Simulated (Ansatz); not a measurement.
# RbBr: the cost of one run

Program: Ansatz 0.2.0. Level of theory: DFT PBEsol, scalar-relativistic. These are calculated values, not measurements.

### 1 The starting structure

It takes space group Fm-3m (No. 225, cubic). The conventional cell has a = 6.855 Å, b = 6.855 Å, c = 6.855 Å, α = 90.00°, β = 90.00°, γ = 90.00°. Around Rb (site symmetry m-3m) lie 6 Br at 3.43 Å. Around Br (site symmetry m-3m) lie 6 Rb at 3.43 Å.

As a file:

```cif
data_structure
_symmetry_space_group_name_H-M 'P 1'
_symmetry_Int_Tables_number 1
_cell_length_a 4.8472
_cell_length_b 4.8472
_cell_length_c 4.8472
_cell_angle_alpha 60.000
_cell_angle_beta 60.000
_cell_angle_gamma 60.000
_cell_volume 80.53
loop_
_atom_site_label
_atom_site_type_symbol
_atom_site_fract_x
_atom_site_fract_y
_atom_site_fract_z
_atom_site_occupancy
Rb1 Rb 0.00000 0.00000 0.00000 1
Br1 Br 0.50000 0.50000 0.50000 1
```

Atoms are numbered in the order of the input: Rb1, Br2.

### 2 The deformed structure

Space group Fm-3m before, R-3m after.

### 3 LAPW, all electrons

Contents of input.yaml:

```yaml
crystal:
  lattice:
    - [0.06855, 3.461775, 3.461775]
    - [3.461775, 0.06855, 3.461775]
    - [3.461775, 3.461775, 0.06855]
  atoms:
    - { symbol: Rb, position: [0.0, 0.0, 0.0] }
    - { symbol: Br, position: [0.5, 0.5, 0.5] }
kpoints:
  mp_grid: { grid: [7, 7, 7] }
  band_path:
    path:
      - [0.0, 0.0, 0.0]
      - [0.5, 0.5, 0.5]
      - [0.2451701269, 0.5, 0.7548298731]
      - [-0.2451701269, 0.2451701269, 0.5]
      - [0.0, 0.0, 0.5]
      - [0.0, 0.0, 0.0]
      - [-0.3725850634, 0.0, 0.3725850634]
      - [0.0, 0.3725850634, 0.6274149366]
      - [0.0, 0.5, 0.5]
    npoints: 5
scf:
  occupations: { method: fermi_dirac, width: 0.03 }
hamiltonian:
  xc: pbesol
  pseudopotentials: { kind: all_electron, lapw: { basis_error: 0.001 } }
output:
  forces: true
  stress: true
  eigenvalues: true
```

On the command line:

```console
ansatz run input.yaml --threads 1 --pin off --max-ram 3072MiB --backend cpu --events-out ev --progress --plain --runs-dir out
```

**Question.** How long does this run take on 1 thread of Arm Neoverse V2, shared host, and how much memory does it need?

About 11 s, with a peak of 0.28 GiB.
